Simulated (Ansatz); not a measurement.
# CdTe: the cost of one run

All numbers below are computed with Ansatz 0.2.0 (DFT PBE, scalar-relativistic, plane waves, PAW).

5 further runs of the same task are left out: 5 set aside as unsound or not needed.

### Step 1. The starting structure

The cell holds 32 atoms (Cd15CeTe16): a = 11.466 Å, b = 11.466 Å, c = 11.466 Å, α = 109.47°, β = 109.47°, γ = 109.47°.

The coordinates of this cell stand in the input of its own run.

The host was relaxed before at PBE: a = 6.620 Å, b = 6.620 Å, c = 6.620 Å, α = 90.00°, β = 90.00°, γ = 90.00° (conventional cell), 36.265 Å³/atom.

Places, in fractions of the supercell: Ce in place of Cd at (0.250, 0.750, 0.000). The start keeps the symmetry of the ideal site.

### Step 2. Band edges of the host over the zone

input.yaml

```yaml
crystal:
  lattice:
    - [0.0, 3.310020242, 3.310020242]
    - [3.310020242, 0.0, 3.310020242]
    - [3.310020242, 3.310020242, 0.0]
  atoms:
    - { symbol: Cd, position: [0.0, 0.0, 0.0] }
    - { symbol: Te, position: [0.25, 0.25, 0.25] }
basis:
  ecutwfc: 420
  xc_grid: 2
kpoints:
  mp_grid: { grid: [8, 8, 8] }
  band_path: { path: [VBM, CBM], npoints: 2 }
hamiltonian:
  xc: pbe
scf:
  occupations: { method: gaussian, width: 0.02 }
output:
  forces: true
  stress: true
  eigenvalues: true
```

The run is started by

```sh
ansatz run input.yaml --threads 8 --pin off --max-ram 16384MiB --backend cpu --events-out ev --progress --plain --runs-dir out
```

**Question.** How long does this run take on 8 threads of Arm Neoverse V1, shared host, and how much memory does it need?

About 1.6 s, with a peak of 0.37 GiB.
